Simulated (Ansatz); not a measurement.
What does this script print? It uses the Ansatz DFT code, driven from Python.

`defect_ta.py`:
```python
# -*- coding: utf-8 -*-
'''A vacancy in a supercell of Ta, against the perfect cell.'''

import ansatz as az
from ase import Atoms
import numpy as np


def main():
    atoms = Atoms(
        ['Ta'],
        scaled_positions=[
            (0.0, 0.0, 0.0),
        ],
        cell=[
            (-1.65128, 1.65128, 1.65128),
            (1.65128, -1.65128, 1.65128),
            (1.65128, 1.65128, -1.65128),
        ],
        pbc=True,
    )
    ta = az.Crystal.from_ase(atoms)
    host = ta.supercell(3, 2, 2)
    defective = host.vacancy('Ta', at=(0.0, 0.0, 0.0))

    def with_settings(structure):
        return (
            structure.calculation()
            .functional(az.Functional.PBE, dispersion='d3bjatm')
            .kpoints(2, 3, 3)
            .occupations(az.OccupationsMethod.FERMI_DIRAC)
            .band_table()
        )


    perfect = with_settings(host).run().report
    job = (
        with_settings(defective)
        .relax(force_tolerance=0.05, max_steps=25)
    )
    result = job.run()
    r = result.report

    n_host, n_defect = len(perfect['lattice']['sites']), len(r['lattice']['sites'])
    print(f'perfect cell: {n_host} atoms, F = {perfect["free_energy_ev"]:.4f} eV')
    print(f'defect cell:  {n_defect} atoms, F = {r["free_energy_ev"]:.4f} eV')
    print(f'vacancy formation energy {r["free_energy_ev"] - perfect["free_energy_ev"] * n_defect / n_host:.3f} eV')

    for site in result.lattice.sites:
        print(f'{site.symbol:2s}', ' '.join(f'{v:8.4f}' for v in site.position_ang))

    start = np.array([site.position for site in defective.resolved().sites])
    step = np.array([site.position_frac for site in result.lattice.sites]) - start
    moved = np.linalg.norm((step - np.round(step)) @ result.lattice.cell_ang, axis=1)
    print('relaxation by atom (A):', ' '.join(f'{site.symbol}:{d:.3f}' for site, d in zip(result.lattice.sites, moved)))


if __name__ == '__main__':
    main()
```

```console
$ python defect_ta.py
DeckWarning: basis.ecutwfc = 420 eV, auto-derived from the records' recommended cutoffs: set by Ta (normal level)
perfect cell: 12 atoms, F = -119193.6645 eV
defect cell:  11 atoms, F = -109257.6039 eV
vacancy formation energy 3.255 eV
Ta   1.6513   1.6513  -1.6513
Ta   1.6513  -1.6513   1.6513
Ta   3.3026  -0.0000   0.0000
Ta  -1.4856   1.5569   1.5569
Ta  -0.0053   3.3965  -0.0742
Ta  -0.0053  -0.0742   3.3965
Ta   1.4867   1.5796   1.5796
Ta  -3.4682   3.3969   3.3969
Ta  -1.6460   4.8599   1.7255
Ta  -1.6460   1.7255   4.8599
Ta   0.1646   3.3742   3.3742
relaxation by atom (A): Ta:0.000 Ta:0.000 Ta:0.000 Ta:0.213 Ta:0.120 Ta:0.120 Ta:0.193 Ta:0.213 Ta:0.120 Ta:0.120 Ta:0.193
```
(Warnings from the package without file and line.)

Absolute energies stand on the zero of these potentials, so only differences at equal settings mean something. A total without «per atom» is that of the cell as typed. No spin polarisation was allowed. Dispersion corrections can be off by several per cent in the lattices of metals, and by several GPa in the pressure at a fixed cell. For a metal this k-point mesh is coarse: on a finer one energies can move by several to tens of meV an atom and pressures by half a GPa or more, differences at one mesh by less. The relaxation stopped at 0.045 eV/Å, so the energy gained is a lower bound and displacements are uncertain. Errors of mesh and smearing per atom add up over the supercell, so the energy can be off by tenths of an eV. Spin-orbit coupling, which matters for elements this heavy, is left out. The supercell is small, so the defect meets its images and the energies aren't those of an isolated defect; a partly filled defect level may also lower its energy by spin or distortion. For a charged cell the difference holds no correction, alignment or term for the electrons' reservoir. By the engine's processor time: 46 s on 1 thread of Intel(R) Xeon(R) Processor @ 2.30GHz (shared host), peak memory 0.71 GiB.
